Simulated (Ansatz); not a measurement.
# K2S: a single-point run

Aim: a sound single-point run of K2S. The structure is shown as the input types it.

Computed with Ansatz 0.2.0 (density functional or hybrid calculation with the settings of its input, plane waves (as first typed), unless a step's input says otherwise).

3 further runs of the same task are left out: 1 for a known fault of the program, 2 that didn't finish.

**1. The structure to begin with**

Symmetry: Fm-3m, No. 225, cubic system. The conventional cell has a = 7.406 Å, b = 7.406 Å, c = 7.406 Å, α = 90.00°, β = 90.00°, γ = 90.00°. S (site symmetry m-3m) has 8 K at 3.21 Å as nearest neighbours. K (site symmetry -43m) has 4 S at 3.21 Å as nearest neighbours.

As a file:

```
CELL_PARAMETERS angstrom
0.00000 3.70276 3.70276
3.70276 0.00000 3.70276
3.70276 3.70276 0.00000
ATOMIC_POSITIONS crystal
S 0.00000 0.00000 0.00000
K 0.25000 0.25000 0.25000
K 0.75000 0.75000 0.75000
```

**2. Running it**

input.yaml reads:

```yaml
crystal:
  lattice:
    - [0.0, 3.7027568507, 3.7027568507]
    - [3.7027568507, 0.0, 3.7027568507]
    - [3.7027568507, 3.7027568507, 0.0]
  atoms:
    - { symbol: S, position: [0.0, 0.0, 0.0] }
    - { symbol: K, position: [0.25, 0.25, 0.25] }
    - { symbol: K, position: [0.75, 0.75, 0.75] }
kpoints:
  mp_grid: { grid: [2, 4, 6] }
hamiltonian:
  xc: pbe
scf:
  occupations: { method: fixed }
  n_extra_bands: 4
output:
  forces: true
  stress: true
  eigenvalues: true
```

Run with:

```console
> ansatz run input.yaml --threads 4 --pin off --max-ram 3686MiB --backend cpu --events-out ev --progress --plain --runs-dir out
```

What happens when this is run?

The program finished normally, with warnings (symmetry narrowed by mesh). Its log warns: «crystal.symmetry: narrowed to the stabiliser of the k-point mesh — unitary ops 48 → 4; excluded 44 operations that carry a point of the 2×4×6 mesh (shift [0, 0 ...»

Look at the input: kpoints.mp_grid.grid is [2, 4, 6]. The mesh doesn't respect the lattice's symmetry: fewer operations survive, and spurious anisotropy appears.

Run again and compare: set kpoints.mp_grid.grid to [4, 4, 4].
